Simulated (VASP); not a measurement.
# Na7Nb8O24 (a cell with a defect) in VASP: a series of runs

One crystal, Na7Nb8O24 (a cell with a defect), is run at these levels: PBE; tasks: single point.

Everything below comes from runs of VASP 6.6.1. Logs are shortened: lines on timing, memory, paths and dates and some standing lists are left out, and cuts for length are marked.

## Step 1: The structure

The cell holds a defect, 39 atoms: a = 9.883 Å, b = 8.154 Å, c = 9.915 Å, α = 65.48°, β = 48.64°, γ = 65.88°.

## Step 2: Single point, PBE

Contents of INCAR:

```
SYSTEM = Na7Nb8O24
ALGO     = Normal         ! electronic algorithm
EDIFF    = 1E-7           ! SCF threshold, eV
ENCUT    = 520            ! plane-wave cutoff, eV
GGA      = PE             ! functional
ISIF     = 2              ! what is computed and relaxed
ISMEAR   = -1             ! smearing method
LASPH    = .True.         ! aspherical terms in the spheres
LCHARG   = .False.        ! write CHGCAR
LREAL    = Auto         
LWAVE    = .False.        ! write WAVECAR
NBANDS   = 174            ! bands
NELECT   = 298.0        
NELM     = 80             ! most SCF steps
PREC     = Accurate       ! precision mode
SIGMA    = 0.05           ! smearing width, eV
```

Contents of KPOINTS:

```
k-points
0
Gamma
  1 1 1
  0 0 0
```

Contents of POSCAR:

```
Na7Nb8O24
1.0
    0.0000000000      8.0463850000      5.7387620000
    5.7928810000      0.0000000000      5.7387620000
    5.7928810000      8.0463850000      0.0000000000
Na Nb O
7 8 24
Direct
    0.5951222888      0.4162805190      0.6038509147
    0.3430744058      0.1158573289      0.3824439481
    0.9073881672      0.1364432376      0.8511655187
    0.6914985516      0.8498791880      0.6029212406
    0.1024356865      0.9064927200      0.1352859736
    0.8937049220      0.5800798420      0.8793148875
    0.4096535669      0.6910193657      0.3315115650
    0.2529072700      0.2348285866      0.7551106163
    0.0023779153      0.0330478438      0.4765949402
    0.5091338142      0.0386672621     -0.0224059234
    0.7446803702      0.2461430861      0.2488092528
    0.7527228253      0.7373546513      0.2662565052
    0.4845737718      0.5239538514      0.0038318911
    0.0196743222      0.4865149918      0.4926178438
    0.2450387968      0.7474749196      0.7558703071
    0.8355748763      0.6177002377      0.4394076158
    0.8583799274      0.1509144117      0.4055789808
    0.6044306286      0.8829459170      0.1354419974
    0.5766686989      0.3885569021      0.1880473817
    0.0111663176      0.7915852166      0.0000933972
    0.5004491985      0.2757809362      0.9476172313
    0.2555962095      1.0119245555      0.2250419902
    0.2369951816      0.0303795588      0.7166753177
    0.5116810426      0.7535395747      0.5067141747
    0.0428801640      0.2287637899      0.4796401977
    0.2627004786      0.5137213350      0.2292595755
    0.2049050151      0.4789010044      0.8066424065
    0.3069440076      0.0954947066      0.9471471153
    0.4243335297      0.6370452137      0.8338463859
    0.1865191843      0.3674504698      0.5601018138
    0.1933296797      0.8115560430      0.5888352303
    0.5268150819      0.2411205808      0.5536825577
    1.0098722794      0.7468654978      0.4876325007
    0.8368957151      0.4290044913      0.7413285434
    0.7904237180      0.5162344079      0.2362236522
    0.9797227999      0.2617296248      0.9865266400
    0.5800796898      0.7199916496     -0.0583174326
    0.7296678629      0.0549961465      0.7407564332
    0.7822866867      1.0008853633      0.2872992205
```

Potentials or basis: VASP PAW PBE potentials, release 64 (Na_pv, Nb_sv, O).

Run with:

```sh
cat potpaw_PBE.64/Na_pv/POTCAR potpaw_PBE.64/Nb_sv/POTCAR potpaw_PBE.64/O/POTCAR > POTCAR
mpirun -np 1 vasp_gam > vasp.out
```

OUTCAR:

```text
SYSTEM = Na7Nb8O24
   EDIFF = 1E-7
   ENCUT = 520
   GGA = PE
   ISIF = 2
   ISMEAR = -1
   LASPH = .True.
   LREAL = Auto
   NELECT = 298.0
   NELM = 80
   PREC = Accurate

 ion  position               nearest neighbor table
   1  0.595  0.416  0.604-  32 2.14
   2  0.343  0.116  0.382-  25 2.30
   3  0.907  0.136  0.851-  34 2.20
   4  0.691  0.850  0.603-  16 2.35
   5  0.102  0.906  0.135-  28 2.26  39 2.36
   6  0.894  0.580  0.879-
   7  0.410  0.691  0.332-  18 2.22  31 2.28
   8  0.253  0.235  0.755-  23 1.94  27 2.05  32 2.05  28 2.06  36 2.09  30 2.17
   9  0.002  0.033  0.477-  17 1.76  25 1.81  22 2.07  38 2.20  33 2.26
  10  0.509  0.039  0.978-  21 1.80  38 1.87  28 2.06  22 2.06  18 2.07
  11  0.745  0.246  0.249-  39 1.80  19 1.91  36 2.04  17 2.21  32 2.27  35 2.36
  12  0.753  0.737  0.266-  35 1.80  24 1.97  16 2.09  20 2.18  18 2.25  39 2.39
  13  0.485  0.524  0.004-  26 1.82  37 1.86  29 1.91  21 2.23  19 2.25
  14  0.020  0.487  0.493-  34 1.85  30 1.93  16 1.99  33 2.07  25 2.07  26 2.07
  15  0.245  0.747  0.756-  31 1.86  20 2.00  24 2.11  29 2.12  23 2.15  27 2.18
  16  0.836  0.618  0.439-  14 1.99  12 2.09   4 2.35
  17  0.858  0.151  0.406-   9 1.76  11 2.21
  18  0.604  0.883  0.135-  10 2.07   7 2.22  12 2.25
  19  0.577  0.389  0.188-  11 1.91  13 2.25
  20  0.011  0.792  0.000-  15 2.00  12 2.18
  21  0.500  0.276  0.948-  10 1.80  13 2.23
  22  0.256  0.012  0.225-  10 2.06   9 2.07
  23  0.237  0.030  0.717-   8 1.94  15 2.15
  24  0.512  0.754  0.507-  12 1.97  15 2.11
  25  0.043  0.229  0.480-   9 1.81  14 2.07   2 2.30
  26  0.263  0.514  0.229-  13 1.82  14 2.07
  27  0.205  0.479  0.807-   8 2.05  15 2.18
  28  0.307  0.095  0.947-  10 2.06   8 2.06   5 2.26
  29  0.424  0.637  0.834-  13 1.91  15 2.12
  30  0.187  0.367  0.560-  14 1.93   8 2.17
  31  0.193  0.812  0.589-  15 1.86   7 2.28
  32  0.527  0.241  0.554-   8 2.05   1 2.14  11 2.27
  33  0.010  0.747  0.488-  14 2.07   9 2.26
  34  0.837  0.429  0.741-  14 1.85   3 2.20
  35  0.790  0.516  0.236-  12 1.80  11 2.36
  36  0.980  0.262  0.987-  11 2.04   8 2.09
  37  0.580  0.720  0.942-  13 1.86
  38  0.730  0.055  0.741-  10 1.87   9 2.20
  39  0.782  0.001  0.287-  11 1.80   5 2.36  12 2.39

  LATTYP: Found a face centered orthorhombic cell.
 ALAT       =    11.4775240000
 B/A-ratio  =     1.0094304312
 C/A-ratio  =     1.4021116401

  Lattice vectors:

 A1 = (   5.7928810000,   8.0463850000,   0.0000000000)
 A2 = (   0.0000000000,   8.0463850000,   5.7387620000)
 A3 = (   5.7928810000,   0.0000000000,   5.7387620000)

Analysis of symmetry for initial positions (statically):
[... 181 lines left out ...]
   ISIF   =      2    stress and relaxation
   ISYM   =      2    0-nonsym 1-usesym 2-fastsym
   POTIM  = 0.5000    time-step for ionic-motion
   TEBEG  =    0.0;   TEEND  =   0.0 temperature during run
   PSTRESS=    0.0 pullay stress
   NELECT =     298.0000    total number of electrons
   NUPDOWN=      -1.0000    fix difference up-down
   EMIN   =  10.00;   EMAX   =-10.00  energy-range for DOS
   EFERMI =   0.00;   METHOD = LEGACY
   ISMEAR =    -1;   SIGMA  =   0.05  broadening in eV -4-tet -1-fermi 0-gaus
   EFERMI_NEDOS =   21; number of points for ismear=-14 and -15
   IALGO  =     38    algorithm
   IMIX   =      4    mixing-type and parameters
     AMIX     =   0.40;   BMIX     =  1.00
     AMIX_MAG =   1.60;   BMIX_MAG =  1.00
  volume/ion in A,a.u.               =      13.72        92.57
  Fermi-wavevector in a.u.,A,eV,Ry     =   1.346994  2.545450 24.686319  1.814393
  Thomas-Fermi vector in A             =   2.474781
   LORBIT       =      0    0 simple, 1 ext, 2 COOP (PROOUT), +10 PAW based schemes
   GGA     = PE    functional components
   LHFCALC =     F    Hartree Fock is set to
   AEXX    =    0.0000 exact exchange contribution
   IVDW    =     0    specifies the selected vdW correction
   LEPSILON=     F    determine dielectric tensor
   LRPA    =     F    only Hartree local field effects (RPA)
 non-spin polarized calculation
  energy-cutoff  :      520.00
  volume of cell :      534.99
 maximum number of plane-waves:      7231
 NGX is ok and might be reduce to    80
   NGX = 37   NGY = 31   NGZ = 37

 number of electron     298.0000003 magnetization

 Free energy of the ion-electron system (eV)
  ---------------------------------------------------
  ext. energy  EPLUGINS =         0.00000000
  ---------------------------------------------------
  free energy    TOTEN  =      -295.16155501 eV

  energy without entropy =     -295.16155477  energy(sigma->0) =     -295.16155489

 E-fermi :   3.8557     XC(G=0):  -9.8358

 val. band max:        3.0289620337   @ k =   0.0000   0.0000   0.0000
 cond. band min:       4.6824293182   @ k =   0.0000   0.0000   0.0000
 fundamental gap:      1.6534672845
 Fermi energy:         3.8556864103

 k-point     1 :       0.0000    0.0000    0.0000
  band No.  band energies     occupation
      1     -53.0521      2.00000
      2     -52.9074      2.00000
      3     -52.7888      2.00000
      4     -52.6399      2.00000
      5     -52.3859      2.00000
      6     -52.3198      2.00000
[... 153 lines left out ...]
    160       6.0749      0.00000
    161       6.2583      0.00000
 [bands above 161 left out]

------------------------ aborting loop because EDIFF is reached ----------------------------------------

  FORCE on cell =-STRESS in cart. coord.  units (eV):
  Direction    XX          YY          ZZ          XY          YZ          ZX
  --------------------------------------------------------------------------------------
  -------------------------------------------------------------------------------------
  Total      -13.9446807     -9.7987238    -10.6277367     -2.6765937      2.3702448      4.9900497
  in kB      -41.7614463    -29.3451594    -31.8278824     -8.0158469      7.0983950     14.9441709
  external PRESSURE =     -34.3114960 kB  Pullay stress =       0.0000000 kB

 VOLUME and BASIS-vectors are now :
 -----------------------------------------------------------------------------
  energy-cutoff  :      520.00
  volume of cell :      534.99
      direct lattice vectors                 reciprocal lattice vectors
     0.000000000  8.046385000  5.738762000    -0.086312838  0.062139706  0.087126805
     5.792881000  0.000000000  5.738762000     0.086312838 -0.062139706  0.087126805
     5.792881000  8.046385000  0.000000000     0.086312838  0.062139706 -0.087126805

 POSITION                                       TOTAL-FORCE (eV/Angst)
 -----------------------------------------------------------------------------------
      5.90950      9.64740      5.80420         0.274153      0.941586      0.149592
      2.88660      5.83780      2.63370        -0.031176      0.387080      0.106912
      5.72110     14.15000      5.99030        -0.240988      0.132663     -0.213744
      8.41590     10.41540      8.84560         0.328752     -0.063966     -0.185608
      6.03490      1.91280      5.79000        -0.048580      0.349766     -0.086505
      8.45410     14.26640      8.45770        -0.104694     -0.294825      0.274932
[... 31 lines left out ...]
      4.60970     11.83160      4.50300        -2.408782      1.009172      0.187098
      1.66942      8.60630      4.49444        -0.992367     -0.774645     -1.191079
 -----------------------------------------------------------------------------------
    total drift:                                0.002415      0.006770      0.003552

  FREE ENERGIE OF THE ION-ELECTRON SYSTEM (eV)
  ---------------------------------------------------
  free  energy   TOTEN  =      -295.1615550120 eV

  energy  without entropy=     -295.1615547723  energy(sigma->0) =     -295.16155489
```

OSZICAR:

```text
N       E                     dE             d eps       ncg     rms          rms(c)
DAV:   1     0.628118659296E+04    0.62812E+04   -0.16025E+05   348   0.208E+03
DAV:   2     0.939302279473E+03   -0.53419E+04   -0.52229E+04   364   0.758E+02
DAV:   3    -0.231126874485E+03   -0.11704E+04   -0.11013E+04   458   0.315E+02
[... 11 lines left out ...]
DAV:  15    -0.295161546749E+03   -0.56884E-04   -0.10243E-04   496   0.365E-02    0.141E-02
DAV:  16    -0.295161552422E+03   -0.56731E-05   -0.20354E-05   600   0.133E-02    0.682E-03
DAV:  17    -0.295161554656E+03   -0.22341E-05   -0.41163E-06   456   0.646E-03    0.338E-03
DAV:  18    -0.295161555022E+03   -0.36636E-06   -0.80526E-07   432   0.325E-03    0.158E-03
DAV:  19    -0.295161555012E+03    0.10063E-07   -0.15856E-07   264   0.154E-03
   1 F= -.29516156E+03 E0= -.29516155E+03  d E =-.239704E-06
```

It took 7 min on 1 thread of Intel Xeon Platinum 8259CL at 2.50GHz (Skylake/Cascade Lake), shared host; peak memory 0.78 GiB.

Results:

```
Free energy            : -295.1616 eV
Largest force          : 3.923 eV/Å
Band gap on the k mesh : 1.65 eV, direct
```

Forces on the atoms (eV/Å):
```
Na   0.274  0.942  0.150
Na  -0.031  0.387  0.107
Na  -0.241  0.133 -0.214
Na   0.329 -0.064 -0.186
Na  -0.049  0.350 -0.087
Na  -0.105 -0.295  0.275
Na  -0.063 -0.418 -0.911
Nb  -0.758  0.981  2.298
Nb  -2.894  0.356 -0.870
Nb   0.900 -0.512 -1.883
Nb   1.020 -0.461  0.804
Nb   0.164  0.092 -0.466
Nb  -0.835 -0.553  1.195
Nb   3.844 -0.022  0.783
Nb  -1.150 -0.384 -1.687
O   -1.522 -1.876  0.488
O   -0.994 -1.748  0.908
O    0.224  0.902  1.148
O   -1.291  1.217 -0.169
O    0.593  0.035  0.200
O    1.812  1.236  1.093
O    1.691  1.786 -2.176
O   -0.036  0.404 -0.967
O   -0.667 -0.671  1.410
O    0.193  1.004  0.718
O   -0.511 -0.609  0.514
O    0.503 -0.485  1.728
O   -2.367 -1.431  1.404
O    0.582 -0.336 -0.422
O    0.415  1.923  0.442
O    1.692  0.147 -0.043
O    0.202 -1.824 -0.900
O    0.233  0.086  0.314
O    1.098 -0.255 -0.938
O   -0.196 -0.330 -0.736
O    1.415  0.263 -1.557
O   -0.075 -0.206 -0.764
O   -2.409  1.009  0.187
O   -0.992 -0.775 -1.191
```

Levels at points of the mesh, in eV from the valence-band top:
```
           k point  band 146  band 147  band 148  band 149  band 150  band 151  band 152  band 153
(0.00, 0.00, 0.00)     -0.44     -0.30     -0.18      0.00      1.65      1.85      1.88      2.26
```

Caveat: the cell carries a net charge on a neutralising background, which shifts energy and pressure; the cell is charged against a uniform background, so pressure and absolute levels hang on convention.

## Step 3: Single point, PBE

Contents of INCAR:

```
ALGO = Normal
EDIFF = 1E-6
ENCUT = 520
GGA = PE
ISIF = 2
ISMEAR = -1
LASPH = True
LCHARG = False
LREAL = Auto
LWAVE = False
NBANDS = 174
NELECT = 298.0
NELM = 80
PREC = Accurate
SIGMA = 0.05
```

Contents of KPOINTS:

```
k-points
0
Gamma
  1 1 1
```

Contents of POSCAR:

```
Na7Nb8O24
1.0
    0.0000000000      8.0463850000      5.7387620000
    5.7928810000      0.0000000000      5.7387620000
    5.7928810000      8.0463850000      0.0000000000
Na Nb O
7 8 24
Direct
    0.5654418468      0.4455079016      0.6296911229
    0.3713804649      0.1190388973      0.3557162375
    0.8959209811      0.1088776149      0.9084918080
    0.6679954184      0.9292828796      0.6167181517
    0.0825246631      0.8770028448      0.1684700383
    0.9335442174      0.5475243476      0.8115748640
    0.3667589099      0.7109822475      0.3710009661
    0.2465581272      0.2387381789      0.7529963311
    0.0100653871      0.0308842114      0.4722505846
    0.5190742198      0.0418655787     -0.0248274245
    0.7381660457      0.2518035680      0.2537825126
    0.7428844156      0.7426973179      0.2647979163
    0.4955805948      0.5238378791     -0.0014207951
   -0.0022995739      0.5023551608      0.5153249884
    0.2209633269      0.7630816639      0.7767393681
    0.8683252222      0.5733097506      0.3918058801
    0.8861617282      0.1421436799      0.3536372623
    0.6143635986      0.8875631236      0.1379369687
    0.5670652264      0.4160387950      0.2114210130
   -0.0178930847      0.8057110845      0.0352176348
    0.5219103208      0.2568116405      0.9637382034
    0.2497477528      0.9969322803      0.2443499072
    0.2137450005      0.0137256631      0.7776940122
    0.5028251884      0.7897880965      0.4851215728
    0.0201760886      0.2049421511      0.5451336747
    0.2462444441      0.5003974274      0.2302925349
    0.1771558206      0.5367786482      0.8539283247
    0.3412758967      0.0675753504      0.9165808925
    0.4325722752      0.6621411839      0.8254087934
    0.1615305907      0.3876645144      0.6112512237
    0.1437276548      0.8841595445      0.6269538376
    0.5077273850      0.2382871736      0.5711546223
    1.0080805956      0.7254117500      0.5126768626
    0.8006004552      0.4587478154      0.7575899620
    0.6991836000      0.5257321571      0.3012656701
    0.9533551383      0.2985176524      1.0000935222
    0.5757092505      0.7209989943     -0.0290289711
    0.7262464013     -0.0027802600      0.7369572610
    0.7214009331      1.0131195088      0.3072597636
```

Potentials or basis: VASP PAW PBE potentials, release 64 (Na_pv, Nb_sv, O).

Run with:

```sh
cat potpaw_PBE.64/Na_pv/POTCAR potpaw_PBE.64/Nb_sv/POTCAR potpaw_PBE.64/O/POTCAR > POTCAR
mpirun -np 1 vasp_gam > vasp.out
```

Run time: 6.7 min. Hardware: 1 thread of Intel Xeon Platinum 8259CL at 2.50GHz (Skylake/Cascade Lake), shared host; peak memory 0.79 GiB.

Results (log left out):

```yaml
Free_energy: -295.6128 eV
Largest_force: 6.846 eV/Å
Band_gap_on_the_k_mesh: 1.98 eV, direct
```

Forces in eV/Å, atoms in the order of the input:
```
Na  -0.291  0.199  0.272
Na   0.143  0.442 -0.101
Na  -0.198 -0.508 -0.101
Na  -1.029 -2.006 -1.732
Na  -0.277 -0.061  0.426
Na   2.775  0.428  0.598
Na  -0.739  0.317 -0.043
Nb  -1.540  3.434 -0.132
Nb   1.343 -0.270  1.431
Nb  -4.277 -0.571 -5.316
Nb   1.237 -1.222  1.631
Nb  -0.490 -0.448 -1.755
Nb   3.626 -1.715  2.339
Nb  -2.308 -4.157 -0.274
Nb  -0.604  0.149  0.750
O    1.593  2.577  1.120
O    0.237  3.346  0.349
O    0.226 -1.877  1.288
O   -1.452 -0.810 -1.373
O   -0.170 -0.130  0.702
O    3.015  0.332  3.416
O    1.074  0.707 -1.269
O    1.836 -0.226  1.904
O    1.414  0.390 -1.147
O   -0.994 -1.206 -0.076
O   -1.065  0.985  1.195
O   -1.984  0.076 -0.749
O    1.110  1.186  1.221
O    0.124  1.523 -1.050
O   -0.864 -0.538  0.474
O   -0.958 -0.550 -1.156
O    1.064 -1.372 -0.746
O    0.891 -0.326  1.332
O    0.181 -0.228 -1.769
O   -0.916  0.202 -0.062
O   -0.682  0.876 -0.905
O   -1.464 -0.662 -2.771
O    0.895  1.989  1.985
O   -0.481 -0.275  0.091
```

Levels at points of the mesh, in eV from the valence-band top:
```tsv
k point	band 146	band 147	band 148	band 149	band 150	band 151	band 152	band 153
(0.00, 0.00, 0.00)	-0.20	-0.12	-0.05	0.00	1.98	2.34	2.39	2.68
```

Caveat: the cell carries a net charge on a neutralising background, which shifts energy and pressure; the cell is charged against a uniform background, so pressure and absolute levels hang on convention.
